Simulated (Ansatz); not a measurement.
# Residual resistivity of an alloy: Pt(111) with 4 layers of random Pt-Zn, 2x2, part 2 of 2

Wanted: resistance against the alloy's length, first Pt(111) with 4 layers of random Pt-Zn, 2x2.

Ansatz 0.2.0; Ansatz plane-wave DFT, PBE, PAW files; ballistic transport by layer matching (Landauer), zero bias; PAW set soft_1.

So far. Step 3 (With 8 alloy layers): Over the solved energies the transmission per spin lies between 1.46 and 1.57, out of 6.79 channels of the lead on average (up to 7.04). The log calls the step of a lead's potential too much.

**4. With 12 alloy layers**

In 12 layers a share of 0.75 of the sites is given to Zn at random. A fresh draw is used; the growth of the resistance with length is what counts.

System of this step: Pt(111) with 12 layers of random Pt-Zn, 2x2. The cell holds 72 atoms: 36 Pt and 36 Zn. Its edges and angles: a = 5.546 Å, b = 5.546 Å, c = 40.757 Å, α = 90.0°, β = 90.0°, γ = 120.0°. It derives from Pt. Regions: lead, 24 atoms (24 Pt); scattering region, 48 atoms (36 Zn and 12 Pt). The structure is stacked along c, and the current runs across the ab planes.

The input, input.yaml:

```yaml
crystal:
  lattice:
    - [5.5462627489, 0.0, 0.0]
    - [-2.7731313745, 4.8032044366, 0.0]
    - [0.0, 0.0, 40.7565411427]
  atoms:
    - { symbol: Pt, position: [0.0, 0.0, 0.0277777778] }
    - { symbol: Pt, position: [0.0, 0.5, 0.0277777778] }
    - { symbol: Pt, position: [0.5, 0.0, 0.0277777778] }
    - { symbol: Pt, position: [0.5, 0.5, 0.0277777778] }
    - { symbol: Pt, position: [0.1666666667, 0.3333333333, 0.0833333333] }
    - { symbol: Pt, position: [0.1666666667, 0.8333333333, 0.0833333333] }
    - { symbol: Pt, position: [0.6666666667, 0.3333333333, 0.0833333333] }
    - { symbol: Pt, position: [0.6666666667, 0.8333333333, 0.0833333333] }
    - { symbol: Pt, position: [0.3333333333, 0.1666666667, 0.1388888889] }
    - { symbol: Pt, position: [0.3333333333, 0.6666666667, 0.1388888889] }
    - { symbol: Pt, position: [0.8333333333, 0.1666666667, 0.1388888889] }
    - { symbol: Pt, position: [0.8333333333, 0.6666666667, 0.1388888889] }
    - { symbol: Zn, position: [0.0, 0.0, 0.1944444444] }
    - { symbol: Zn, position: [0.0, 0.5, 0.1944444444] }
    - { symbol: Zn, position: [0.5, 0.0, 0.1944444444] }
    - { symbol: Zn, position: [0.5, 0.5, 0.1944444444] }
    - { symbol: Zn, position: [0.1666666667, 0.3333333333, 0.25] }
    - { symbol: Zn, position: [0.1666666667, 0.8333333333, 0.25] }
    - { symbol: Pt, position: [0.6666666667, 0.3333333333, 0.25] }
    - { symbol: Zn, position: [0.6666666667, 0.8333333333, 0.25] }
    - { symbol: Zn, position: [0.3333333333, 0.1666666667, 0.3055555556] }
    - { symbol: Zn, position: [0.3333333333, 0.6666666667, 0.3055555556] }
    - { symbol: Zn, position: [0.8333333333, 0.1666666667, 0.3055555556] }
    - { symbol: Zn, position: [0.8333333333, 0.6666666667, 0.3055555556] }
    - { symbol: Zn, position: [0.0, 0.0, 0.3611111111] }
    - { symbol: Pt, position: [0.0, 0.5, 0.3611111111] }
    - { symbol: Zn, position: [0.5, 0.0, 0.3611111111] }
    - { symbol: Zn, position: [0.5, 0.5, 0.3611111111] }
    - { symbol: Zn, position: [0.1666666667, 0.3333333333, 0.4166666667] }
    - { symbol: Zn, position: [0.1666666667, 0.8333333333, 0.4166666667] }
    - { symbol: Zn, position: [0.6666666667, 0.3333333333, 0.4166666667] }
    - { symbol: Zn, position: [0.6666666667, 0.8333333333, 0.4166666667] }
    - { symbol: Zn, position: [0.3333333333, 0.1666666667, 0.4722222222] }
    - { symbol: Zn, position: [0.3333333333, 0.6666666667, 0.4722222222] }
    - { symbol: Zn, position: [0.8333333333, 0.1666666667, 0.4722222222] }
    - { symbol: Pt, position: [0.8333333333, 0.6666666667, 0.4722222222] }
    - { symbol: Pt, position: [0.0, 0.0, 0.5277777778] }
    - { symbol: Zn, position: [0.0, 0.5, 0.5277777778] }
    - { symbol: Pt, position: [0.5, 0.0, 0.5277777778] }
    - { symbol: Pt, position: [0.5, 0.5, 0.5277777778] }
    - { symbol: Zn, position: [0.1666666667, 0.3333333333, 0.5833333333] }
    - { symbol: Zn, position: [0.1666666667, 0.8333333333, 0.5833333333] }
    - { symbol: Zn, position: [0.6666666667, 0.3333333333, 0.5833333333] }
    - { symbol: Zn, position: [0.6666666667, 0.8333333333, 0.5833333333] }
    - { symbol: Zn, position: [0.3333333333, 0.1666666667, 0.6388888889] }
    - { symbol: Zn, position: [0.3333333333, 0.6666666667, 0.6388888889] }
    - { symbol: Zn, position: [0.8333333333, 0.1666666667, 0.6388888889] }
    - { symbol: Zn, position: [0.8333333333, 0.6666666667, 0.6388888889] }
    - { symbol: Pt, position: [0.0, 0.0, 0.6944444444] }
    - { symbol: Pt, position: [0.0, 0.5, 0.6944444444] }
    - { symbol: Zn, position: [0.5, 0.0, 0.6944444444] }
    - { symbol: Pt, position: [0.5, 0.5, 0.6944444444] }
    - { symbol: Zn, position: [0.1666666667, 0.3333333333, 0.75] }
    - { symbol: Pt, position: [0.1666666667, 0.8333333333, 0.75] }
    - { symbol: Zn, position: [0.6666666667, 0.3333333333, 0.75] }
    - { symbol: Zn, position: [0.6666666667, 0.8333333333, 0.75] }
    - { symbol: Pt, position: [0.3333333333, 0.1666666667, 0.8055555556] }
    - { symbol: Zn, position: [0.3333333333, 0.6666666667, 0.8055555556] }
    - { symbol: Pt, position: [0.8333333333, 0.1666666667, 0.8055555556] }
    - { symbol: Zn, position: [0.8333333333, 0.6666666667, 0.8055555556] }
    - { symbol: Pt, position: [0.0, 0.0, 0.8611111111] }
    - { symbol: Pt, position: [0.0, 0.5, 0.8611111111] }
    - { symbol: Pt, position: [0.5, 0.0, 0.8611111111] }
    - { symbol: Pt, position: [0.5, 0.5, 0.8611111111] }
    - { symbol: Pt, position: [0.1666666667, 0.3333333333, 0.9166666667] }
    - { symbol: Pt, position: [0.1666666667, 0.8333333333, 0.9166666667] }
    - { symbol: Pt, position: [0.6666666667, 0.3333333333, 0.9166666667] }
    - { symbol: Pt, position: [0.6666666667, 0.8333333333, 0.9166666667] }
    - { symbol: Pt, position: [0.3333333333, 0.1666666667, 0.9722222222] }
    - { symbol: Pt, position: [0.3333333333, 0.6666666667, 0.9722222222] }
    - { symbol: Pt, position: [0.8333333333, 0.1666666667, 0.9722222222] }
    - { symbol: Pt, position: [0.8333333333, 0.6666666667, 0.9722222222] }
kpoints:
  mp_grid: { grid: [5, 5, 1] }
hamiltonian:
  xc: pbe
  pseudopotentials: { kind: paw, azcp: { folder: soft_1 } }
scf:
  occupations: { method: fermi_dirac, width: 0.1 }
output:
  transmission:
    leads: [[0, 4]]
    kmesh: [10, 10]
    e_range: [-0.05, 0.05]
    de: 0.05
  write_potential: true
  write_density: true
  volumetric_format: npy
```

Run with:

```console
$ ansatz run input.yaml --threads 4 --pin off --max-ram 15360MiB --backend cpu --events-out ev --progress --plain --runs-dir out
```

Numbers of over 12 decimals in the logs are rounded to 6 here.

The program printed:

```text
[...]
Crystal: 72 atoms, lattice volume = 1085.747 Å³
Basis set: ecut = 420 eV, 21305 PW (Γ)
Bands: 648, of which v1, the nominal top of the filled ones, is band 540 counted from 1 (539 counted from 0)
Symmetry: 1 space group operations
[...]
k-points: 13 of 25 (time reversal used)
[...]
SCF iter   1: F=—  HF=-570446.385705 eV  |F-HF|=—  |Δ(HF+E_count)|=         —  Δρ=1.42e-1  dr2=7.14e2  ethr=3.10e-3  ⟨swp⟩=5.4  Hψ=34362  notcnv=0  defer=662
[...]
SCF iter  18: F=-570388.715164 eV  HF=-570388.715164 eV  |F-HF|=5.40e-8  |Δ(HF+E_count)|=  9.31e-10  Δρ=8.86e-7  dr2=5.11e-8  ethr=9.26e-12  ⟨swp⟩=10.7  Hψ=30434  notcnv=0
SCF 1 converged in 18 iterations: F = -570388.715164 eV  dr2 = 5.11e-8
[...]
transmission: 372 of 3692 steps passed
transmission: 742 of 3692 steps passed
[...]
transmission: 3692 of 3692 steps passed
SCF converged after 18 iterations
Free energy (F): -570388.715164 eV
[...]
Internal energy: -570387.006917 eV  (E = F + TS)
E sigma→0 (E₀):  -570387.861040 eV
Entropy (-TS):   -1.708247 eV (-23.726 meV/atom)
Fermi energy:    17.151981 eV
[...]
--- Band table (eV; the first three rows and the last of 13) ---
  k-point 0: bands = [... 536 lower, 17.2474, 17.2489, 17.2504, 17.2857, 17.3091, 17.3125, 17.3143, 17.3471, ... 104 higher]
  k-point 1: bands = [... 536 lower, 17.0634, 17.0739, 17.0808, 17.0866, 17.1011, 17.1188, 17.1815, 17.2818, ... 104 higher]
  k-point 2: bands = [... 536 lower, 17.1077, 17.1404, 17.1618, 17.1965, 17.2111, 17.2533, 17.2944, 17.4378, ... 104 higher]
  k-point 12: bands = [... 536 lower, 16.9392, 16.9998, 17.0685, 17.1022, 17.1185, 17.1757, 17.1931, 17.2283, ... 104 higher]
--- Transmission ---
  basis      : 241 plane waves across, 71 finite elements along
  points     : 52, standing for a mesh of 10 x 10
[...]
channels       : 6.990000e0 a spin
[...]
junction   : crystal 0 to crystal 0, 0.70 to 39.19 Å
    transmission   : 1.216630e0 a spin
[...]
```

Elapsed: 29 min, on 4 threads of Arm Neoverse V1, shared host; peak memory 7.3 GiB.

Numbers from this step:

```
free energy                                    : -570388.7152 eV
energy at zero smearing                        : -570387.8610 eV
Fermi energy                                   : 17.15 eV
transmission per spin nearest the Fermi level  : 1.217
open channels per spin nearest the Fermi level : 6.99
step of the lead's potential                   : 30.9 meV
```

Per spin. The transmission, zone mean by energy, zero at the Fermi level:

```csv
energy (eV),"transmission, zone mean"
-0.0500,1.28
0.0000,1.22
0.0500,1.14
```

Over the solved energies the transmission per spin lies between 1.14 and 1.28, out of 6.77 channels of the lead on average (up to 7.06). The log calls the step of a lead's potential too much.

**5. The fit**

This step: Ansatz plane-wave DFT, PBE, PAW files; ballistic transport by layer matching (Landauer), zero bias; residual resistivity from the slope of the area resistance, atoms on the host's lattice; PAW set soft_1 (Ansatz 0.2.0).

Numbers from this step:

| Item | Value |
| --- | --- |
| resistivity | 31.62 µΩ cm |
| intercept | 1.373 fΩ m² |
| scatter about the fit | 0.1285 fΩ m² |

Resistance, by row:

```csv
run,length (Å),T,channels N,RA (fΩ m²)
n4,9.057,1.522,6.75,1.75
n8,18.11,1.514,6.787,1.764
n12,27.17,1.215,6.773,2.323
```

The area resistance by length of the alloy:

```csv
length of the alloy (Å),area resistance (fΩ m²)
9.06,1.75
18.11,1.76
27.17,2.32
```

The area resistance goes from 1.8 to 2.3 fΩ m² between 9.1 and 27.2 Å, a slope of 32 µΩ cm.

By hand from the end points: (2.323 − 1.750) fΩ m² / (27.17 − 9.06) Å = 32 µΩ cm, since 1 fΩ m² per Å is 1000 µΩ cm.

**6. Summary of results**

* resistivity from the slope: 31.6 µΩ cm
* area resistance over 9.06 Å: 1.75 fΩ m²
* area resistance over 18.1 Å: 1.76 fΩ m²
* area resistance over 27.2 Å: 2.32 fΩ m²

**Reading.** The slope gives 32 µΩ cm. The points scatter by 0.13 fΩ m² about the line, with one random draw a length in a 2x2 cell, so the slope is a rough value. Read with a model of isotropic scattering on a spherical Fermi surface and the lead's 2.0×10¹⁵ S/m², this slope means a mean free path near 12 Å (a rough figure, since the alloy's own channel count differs); over these lengths the model's slope is within 3 % of its bulk resistivity. The atoms sit on the host's lattice, so scattering by size misfit is left out. With 75 % of Zn, whose own structure is another, this is a hypothetical phase. Spin-orbit coupling is left out, which matters for Pt. A lead's potential steps by up to 31 meV from period to period, which the log calls too much, so longer leads could move the result.

[Logs are printed without paths, hosts, clocks, repeated set-up lines and the standing remarks that a program may print on its own settings, such as how far it seeks lower states.]

[Hosts, paths, dates, database ids (printed as entryN), source tags and the programs' standing remarks are cut or masked in the printed files.]
